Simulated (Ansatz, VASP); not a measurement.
## MgO in VASP and in Ansatz

```
Mg O
1.0
     3.41316    0.00000    0.00000
    -1.70658    2.95589    0.00000
     0.00000    0.00000    4.39061
Mg O
2 2
Direct
  0.65054 0.30109 0.75000
  0.34946 0.69891 0.25000
  0.67854 0.35708 0.25000
  0.32146 0.64292 0.75000
```

Change from the starting cell: mode 5 frozen in at -0.098 Å, strain +e along z and -e/2 along x and y +0.0467.

Alike in both runs: task single point; functional PBEsol; k mesh 9 × 9 × 6; occupations gaussian, width 0.05 eV; no spin polarisation.

|  | VASP | Ansatz |
| --- | --- | --- |
| version | VASP 6.6.1 | Ansatz 0.2.0 |
| potentials or method | VASP PAW PBE potentials, release 64 (Mg, O) | scalar-relativistic, plane waves, PAW |
| plane-wave cutoff (eV) | 520 | 520 |
| valence electrons in the cell | 16 | 32 |

Ansatz gave:

```
gap on the k mesh at the Fermi level (eV)       : 3.15
least direct gap on the mesh (eV)               : 3.15
pressure (GPa)                                  : 1.2
largest component of the traceless stress (GPa) : 6.47
rms of the force components (eV/Å)              : 0.329
```

What did VASP give for the same quantities?

gap on the k mesh at the Fermi level (eV): 3.14; least direct gap on the mesh (eV): 3.14; pressure (GPa): 0.8; largest component of the traceless stress (GPa): 6.59; rms of the force components (eV/Å): 0.333.

Atom by atom the forces differ by 0.004 eV/Å (rms over components). The two sets of potentials don't hold the same shells in valence. Ansatz warned: «pseudo_functional_mismatch».

Caveats: the PAW data sets were made with another functional, which shifts forces and pressure a little (VASP).
